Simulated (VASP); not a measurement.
Crystal: CaSe.

```xyz
2
Lattice="0.0000 2.9560 2.9560 2.9560 0.0000 2.9560 2.9560 2.9560 0.0000" Properties=species:S:1:pos:R:3 pbc="T T T"
Ca    0.0000    0.0000    0.0000
Se    2.9560    2.9560    2.9560
```

| Item | Value |
| --- | --- |
| Program | VASP 6.6.1 |
| Task | relaxation of cell and atoms |
| Functional | PBE |
| Potentials or basis | VASP PAW PBE potentials, release 64 (Ca_pv, Se) |
| Cutoff | 300 eV |
| k mesh | 4 × 4 × 4 |
| Occupations | gaussian, width 0.03 eV |
| Spin | no spin polarisation |

At the start: pressure 1.3 GPa; volume 25.83 Å³/atom.

Problem. How do energy, volume and symmetry change on relaxing?

Solution. Over 3 steps the energy falls by 2.6 meV/atom and the volume is 26.50 Å³/atom (+2.6 %); space group Fm-3m (No. 225, to 0.05 Å).

Step by step:
```csv
step,energy change (eV),largest force (eV/Å),pressure (GPa),volume (Å³)
1,0.0000,0.0000,1.30,51.66
2,-0.0050,0.0000,-0.21,53.24
3,-0.0052,0.0000,0.00,52.99
```

Final structure:
```cif
data_structure
_symmetry_space_group_name_H-M 'P 1'
_symmetry_Int_Tables_number 1
_cell_length_a 4.2160
_cell_length_b 4.2160
_cell_length_c 4.2160
_cell_angle_alpha 60.000
_cell_angle_beta 60.000
_cell_angle_gamma 60.000
_cell_volume 52.99
loop_
_atom_site_label
_atom_site_type_symbol
_atom_site_fract_x
_atom_site_fract_y
_atom_site_fract_z
_atom_site_occupancy
Ca1 Ca 0.00000 0.00000 0.00000 1
Se1 Se 0.50000 0.50000 0.50000 1
```

Caveat: the k mesh is coarse (spacing up to 0.46 Å⁻¹), so the values aren't converged.
